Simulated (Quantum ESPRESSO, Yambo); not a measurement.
Planning a run of Yambo 5.3.0 on AgBr (Fm-3m). The input:

```
HF_and_locXC
gw0
dyson
mpa
em1d
rim_cut
RandQpts= 1000000
RandGvec= 1 RL
EXXRLvcs= 74 Ry
VXCRLvcs= 296 Ry
Chimod= "HARTREE"
% BndsRnXm
 1 | 136 |
%
NGsBlkXm= 10.5 Ry
% LongDrXm
 1 | 1 | 1 |
%
% GbndRnge
 1 | 136 |
%
DysSolver= "n"
ExtendOut
EnSampXm= "2l"
EnGridXm= "ho"
% EnRngeXm
 0 | 60 | eV
%
% ImRngeXm
 1 | 27.21138 | eV
%
% DmRngeXm
 0.001 | 2.721138 | eV
%
ETStpsXm= 16
IntSolXm= "PT"
% QPkrange
 3 | 3 | 12 | 15 |
 1 | 1 | 12 | 15 |
%
```

The database entry behind the starting cell differs from later determinations by our own check (about 0.6 % short of the room-temperature cell), so it need not match the best structure at ambient conditions.

```sh
OMP_NUM_THREADS=1 mpirun -n 4 yambo -F gw9.in -J gw9 -C gw9 > gw9.log
```

The stored states that it reads are on a 4×4×4 mesh. Symmetry: Fm-3m, No. 225, cubic system. The conventional cell has a = 5.740 Å, b = 5.740 Å, c = 5.740 Å, α = 90.00°, β = 90.00°, γ = 90.00°. Ag has 6 Br at 2.87 Å nearest. Nearest to Br lie 6 Ag at 2.87 Å. Farther neighbours and most contacts between anions are not listed.

Question: Estimate wall time and host memory on 4 MPI ranks of Arm Neoverse V1, shared host.

It took 3.5 min; on shared hardware allow 1.8 min to 7.1 min. Peak host memory was 1.6 GiB.

The screening grows as filled bands × empty bands × pairs of k points, times the square of the screening basis for the matrix.

[Paths, hosts, dates, memory and timing lines, banners, echoed tables and standing remarks are left out of the program output.]

[Logs are printed without paths, hosts, clocks, repeated set-up lines and the standing remarks that a program may print on its own settings, such as how far it seeks lower states.]

[Runs of the session that timed out or met a known fault of the program may be left out.]

[Hosts, paths, dates, database ids (printed as entryN), source tags and the programs' standing remarks are cut or masked in the printed files.]
